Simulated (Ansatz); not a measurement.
Crystal: Rh.

```xyz
2
Lattice="2.7310 0.0000 0.0000 -1.3655 2.3651 0.0000 0.0000 0.0000 4.4285" Properties=species:S:1:pos:R:3 pbc="T T T"
Rh    0.0000    1.5767    1.1071
Rh    1.3655    0.7884    3.3214
```

This isn't the form of Rh at room conditions, which is fcc.

- Program: Ansatz 0.2.0
- Task: single point
- Functional: PBEsol
- Potentials or basis: Ansatz PAW
- Cutoff: 420 eV (not typed: the program's choice for these potentials)
- k mesh: 11 × 11 × 6
- Occupations: fermi-dirac, width 0.05 eV
- Spin: no spin polarisation

On this cell: pressure -13.7 GPa; largest force under 0.003 eV/Å; band gap on the k mesh none (metal or under the smearing width).

The same run follows on a disturbed copy (atoms moved at random, drawn with an rms of 0.05 Å):

```
Rh
1.0
     2.73098    0.00000    0.00000
    -1.36549    2.36510    0.00000
     0.00000    0.00000    4.42849
Rh
2
Direct
  0.32688 0.64637 0.24212
  0.66512 0.35005 0.76055
```

Problem. What does the disturbed cell give?

Solution. The energy (extrapolated to zero smearing) moves by +23.3 meV/atom; pressure -12.5 GPa; largest force 0.801 eV/Å; band gap on the k mesh none (metal or under the smearing width).

Forces in eV/Å, atoms in the order of the input:
```
Rh  -0.156  0.327  0.715
Rh   0.156 -0.327 -0.715
```

Stress tensor (GPa, compression positive):
```
-11.71  -0.40  -0.46
 -0.40 -13.25   0.86
 -0.46   0.86 -12.45
```

Caveats: the PAW data sets come from PBE, with cores solved anew for the run's functional, which leaves a small shift of forces and pressure.
